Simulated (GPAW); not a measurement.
# BN (P6_3mc) in GPAW: a series of runs, part 2 of 2

GPAW 26.7.0.

### 4 Optical spectrum, PBEsol

Contents of run.py:

```python
from ase import Atoms
from ase.dft.bandgap import bandgap
from ase.io import write
from gpaw import GPAW, PW, setup_paths
from gpaw.response.df import DielectricFunction

setup_paths.insert(0, '.')

atoms = Atoms(['N', 'N', 'B', 'B'],
              cell=[[2.5539396017, 0.0, 0.0],
                    [-1.2769698009, 2.2117765748, 0.0],
                    [0.0, 0.0, 4.226855]],
              scaled_positions=[[0.3333333333, 0.6666666667, 0.125276],
                                [0.6666666667, 0.3333333333, 0.625276],
                                [0.3333333333, 0.6666666667, 0.499724],
                                [0.6666666667, 0.3333333333, 0.999724]],
              pbc=True)

calc = GPAW(mode=PW(600),
            xc='PBEsol',
            kpts={'size': (10, 10, 5), 'gamma': True},
            occupations={'name': 'fermi-dirac', 'width': 0.001},
            nbands=18,
            convergence={'density': 1e-06},
            maxiter=150,
            txt='gpaw.txt')
atoms.calc = calc
energy = atoms.get_potential_energy()
calc.write('gs.gpw')
write('result.traj', atoms)
print(f'Energy: {energy:.6f} eV')
print('Fermi level:', round(calc.get_fermi_level(), 4), 'eV')
print(f'Gap: {bandgap(calc)[0]:.4f} eV, direct: {bandgap(calc, direct=True)[0]:.4f} eV')

dense = calc.fixed_density(kpts={'size': (15, 15, 8), 'gamma': True},
                           nbands=54, convergence={'bands': 48, 'eigenstates': 1e-7},
                           update_fermi_level=True, txt='dense.txt')
dense.write('dense.gpw', mode='all')

df = DielectricFunction('dense.gpw', frequencies={'type': 'nonlinear', 'domega0': 0.05, 'omega2': 10},
                        eta=0.1, ecut=50, nbands=48, intraband=False, txt='df.txt')
for direction in ['x', 'z']:
    df.get_dielectric_function(xc='RPA', direction=direction, filename=f'df_{direction}.csv')
    e0, e = df.get_macroscopic_dielectric_constant(xc='RPA', direction=direction)
    print(f'{direction}: static eps {e0:.4f} without, {e:.4f} with local fields')
```

Potentials or basis: PAW data sets generated in the run's folder for this functional, pw.

Run with:

```console
gpaw-setup -f PBEsol B N
OMP_NUM_THREADS=1 python run.py
```

gpaw.txt:

```text
__  _  _
 | _ |_)|_||  |
 |__||  | ||/\| - 26.7.0

Input parameters:
  mode=PW(ecut=600.0),
  convergence={'density': 1e-06},
  kpts=MonkhorstPack(size=(10, 10, 5), gamma=True),
  maxiter=150,
  nbands=18,
  occupations=Occupations(name='fermi-dirac', width=0.001),
  xc=XC(name='PBEsol')

Diagonalizing LCAO Hamiltonian
Converting LCAO to pw mode

          B

        B N

        N

Atoms  # Å, Bohr magnetons
|   | symbol |         x |        y |        z |    initial magnetic moments |
|---|--------|-----------|----------|----------|-----------------------------|
| 0 |      N | -0.000000 | 1.474518 | 0.529523 | ( 0.0000,  0.0000,  0.0000) |
| 1 |      N |  1.276970 | 0.737259 | 2.642951 | ( 0.0000,  0.0000,  0.0000) |
| 2 |      B | -0.000000 | 1.474518 | 2.112261 | ( 0.0000,  0.0000,  0.0000) |
| 3 |      B |  1.276970 | 0.737259 | 4.225688 | ( 0.0000,  0.0000,  0.0000) |

Unit cell  # Å
| periodic |         x |        y |        z |  lengths |     angles |
|----------|-----------|----------|----------|----------|------------|
|      yes |  2.553940 | 0.000000 | 0.000000 | 2.553940 |  90.000000 |
|      yes | -1.276970 | 2.211777 | 0.000000 | 2.553940 |  90.000000 |
|      yes |  0.000000 | 0.000000 | 4.226855 | 4.226855 | 120.000000 |

Number of symmetries: 6
Symmetry operations  # r_c * U_cc + t_c -> r_c
|   | kind |            matrix            |
|---|------|------------------------------|
| 0 |  σ   |  1, 1, 0,  0,-1, 0,  0, 0, 1 |
| 1 |  E   |  1, 0, 0,  0, 1, 0,  0, 0, 1 |
| 2 |  C3  |  0, 1, 0, -1,-1, 0,  0, 0, 1 |
| 3 |  σ   |  0,-1, 0, -1, 0, 0,  0, 0, 1 |
| 4 |  σ   | -1, 0, 0,  1, 1, 0,  0, 0, 1 |
| 5 |  C3  | -1,-1, 0,  1, 0, 0,  0, 0, 1 |

BZ-sampling:
  Number of BZ points: 500
  Number of IBZ points: 58

  Monkhorst-Pack size: [10, 10, 5]
  Monkhorst-Pack shift: [0.05, 0.05, 0.0]

K-points  # in reciprocal-cell coordinates
|     |                                coordinates |     weight |
|-----|--------------------------------------------|------------|
|   0 | (  0.00000000,   0.00000000,   0.00000000) | 0.00200000 |
|   1 | (  0.00000000,   0.00000000,   0.20000000) | 0.00400000 |
|   2 | (  0.00000000,   0.00000000,   0.40000000) | 0.00400000 |
|   3 | (  0.10000000,   0.00000000,  -0.40000000) | 0.01200000 |
|   4 | (  0.10000000,   0.00000000,  -0.20000000) | 0.01200000 |
|   5 | (  0.10000000,   0.00000000,   0.00000000) | 0.01200000 |
|   6 | (  0.10000000,   0.00000000,   0.20000000) | 0.01200000 |
|   7 | (  0.10000000,   0.00000000,   0.40000000) | 0.01200000 |
|   8 | (  0.20000000,  -0.10000000,   0.00000000) | 0.01200000 |
|   9 | (  0.20000000,  -0.10000000,   0.20000000) | 0.02400000 |
| ... |                                            |            |
|  57 | (  0.50000000,   0.50000000,   0.40000000) | 0.01200000 |

Plane wave coefficients: 807
Cutoff: 600.0 eV

Spin-components: 1 (collinear spins)
Bands:           18
Projectors:      20
Spin-degeneracy: 2
Datatype:        complex128

Parallelization:
  kpt:    1
  domain: 1
  band:   1

Density:
  Valence electrons: 16.0
  Components: 1
  Grid points: [15 15 24]
  Charge: 0.0  # |e|

Potential:
  Grid points: [15 15 24]

species:
  N:
    name:    Nitrogen
    Z:       7.0
    valence: 5
    core:    2
    charge:  0.0  # [|e|]
    compensation charges:
      type: gauss
      rc: 0.18  # [Å]
      lmax: 2
    cutoffs:
      filter: 1.11  # [Å]
      core: 0.96  # [Å]
    projectors
    | kind |    occ | energy [eV] | rcut [Å] |
    |------|--------|-------------|----------|
    |   2s |  2.000 |     -18.455 |    0.603 |
    |   2p |  3.000 |      -7.035 |    0.529 |
    |    s |        |       8.756 |    0.603 |
    |    p |        |      20.177 |    0.529 |
    |    d |        |       0.000 |    0.577 |

    Using partial waves for N as LCAO basis

  B:
    name:    Boron
    Z:       5.0
    valence: 3
    core:    2
    charge:  0.0  # [|e|]
    compensation charges:
      type: gauss
      rc: 0.20  # [Å]
      lmax: 2
    cutoffs:
      filter: 1.14  # [Å]
      core: 1.42  # [Å]
    projectors
    | kind |    occ | energy [eV] | rcut [Å] |
    |------|--------|-------------|----------|
    |   2s |  2.000 |      -9.361 |    0.635 |
    |   2p |  1.000 |      -3.555 |    0.635 |
    |    s |        |      17.850 |    0.635 |
    |    p |        |      23.657 |    0.635 |
    |    d |        |       0.000 |    0.635 |

    Using partial waves for B as LCAO basis

Reference energy: -4283.654871  # eV

eigensolver:
  PPCG
  Converge bands: occupied
  niter=2

density mixing:
  MSR1-Mixer
  Pratt-step length: 0.05
  Maximum mixing coefficient: 0.75
  Old densities: 10
  SVD Regularization: 0.005
  Good broyden scale: 1.0
  Trust region scale: 1.0
  Backstep threshold: 4.0
  History deletion threshold: 6.0
  Fourier metric: weight=20.0, sigma=0.015

occupation numbers:
  Fermi-Dirac:
    width: 0.0010  # eV

poisson solver:
  ecut: 4800.0  # eV

xc functional:
  name: PBEsol with 2 nearest neighbor stencil

convergence criteria:
- Maximum integral of absolute [dens]ity change: 1e-06 electrons / valence electron
- Maximum [total energy] change in last 3 cyles: 0.0005 eV / valence electron
- Maximum integral of absolute [eigenst]ate change: 4e-08 eV^2 / valence electron
maximum number of iterations: 150

SCF iterations
|iter     | |      energy | eigst |  dens |
|---------|-|-------------|-------|-------|
|iter:   1| |  -38.115336 | +0.08 |       |
|iter:   2| |  -37.789109 | -1.98 | -0.75 |
|iter:   3| |  -36.498469 | -1.31 | -0.79 |
|iter:   4| |  -36.471083 | -2.89 | -1.40 |
|iter:   5| |  -36.468528 | -3.51 | -1.86 |
|iter:   6| |  -36.468587c| -5.31 | -2.62 |
|iter:   7| |  -36.468587c| -7.13 | -3.62 |
|iter:   8| |  -36.468587c| -7.46c| -4.33 |
|iter:   9| |  -36.468587c| -8.62c| -5.34 |
|iter:  10| |  -36.468587c| -9.55c| -6.02c|

Converged in 10 steps
Energy contributions relative to reference atoms: (reference = -4283.654871)

Energy contributions:
  Kinetic:          29.630526
  Coulomb:         -28.052887
  Zero:             -0.000196
  External:          0.000000
  Xc:              -38.046030
  Entropy:          -0.000000
  Spinorbit:         0.000000
  ----------------------------
  Free energy:     -36.468587
  Extrapolated:    -36.468587

dipole moment: (0.000001, 0.000002, 4.467135)  # |e|*Ang

Fermi level: 13.028
Eigenvalues  # (at kpt = [0.000, 0.000, 0.000])
| band index |      eig [eV] | occ [0-2] |
|------------|---------------|-----------|
|          0 |       -10.275 |     2.000 |
|          1 |        -6.132 |     2.000 |
|          2 |        -0.870 |     2.000 |
|          3 |         7.950 |     2.000 |
|          4 |         7.950 |     2.000 |
|          5 |         9.794 |     2.000 |
[... 8 lines left out ...]
|         14 |        21.835 |     0.000 |
|         15 |        26.002 |     0.000 |
|        ... |               |           |
|         17 |        31.365 |     0.000 |

Gap: 5.155 eV
Transition (v -> c):
  (s=0, k=0, n=7, [0.00, 0.00, 0.00]) -> (s=0, k=39, n=8, [0.40, 0.30, 0.00])
Direct/indirect transitions are different
Direct gap: 8.123 eV
Transition at: (s=0, k=5, n=7, [0.10, 0.00, 0.00])
# Writing to gs.gpw (mode='')
```

Wall time 3.4 min (1 thread of Arm Neoverse V1, shared host); peak memory 0.43 GiB.

Results:

| Quantity | Value |
| --- | --- |
| Free energy | -36.4686 eV |
| Band gap on the k mesh | 5.16 eV, indirect (least direct gap 8.12 eV) |

Dielectric function (mean over the directions given):
```csv
energy (eV),real part,imaginary part
0.25,4.60,0.00
1.15,4.63,0.01
2.18,4.72,0.01
3.17,4.86,0.02
4.16,5.08,0.03
5.16,5.40,0.04
6.15,5.90,0.06
7.12,6.69,0.11
8.16,8.48,0.34
9.18,11.12,2.67
10.06,12.47,10.05
11.09,2.60,12.82
12.08,-0.07,8.95
13.00,0.05,7.42
14.10,-1.78,7.35
15.13,-2.36,4.84
16.21,-2.19,3.09
17.36,-1.98,2.41
18.58,-1.37,1.86
19.87,-0.87,1.52
```

Caveat: the long-wavelength limit can be off by a per cent or two; independent-particle spectra lack excitons; an odd mesh through Γ misses points on the zone boundary, where band edges often lie.

### 5 The runs side by side

```tsv
level	potentials or basis	gap on the mesh (eV)
LDA	the program's PAW data sets (release 1.2.1) made for this functional, pw	5.16
AM05	PAW data sets generated in the run's folder for this functional, pw	5.18
PBEsol	PAW data sets generated in the run's folder for this functional, pw	5.16
```

Alike in all rows: task optical spectrum; no spin polarisation; cell as given; k mesh 10 × 10 × 5; cutoff (eV) 600; smearing fermi-dirac 0.001 eV.

Caveats: the long-wavelength limit can be off by a per cent or two; independent-particle spectra lack excitons; an odd mesh through Γ misses points on the zone boundary, where band edges often lie.

Absolute energies hang on the potentials; compare differences alone.
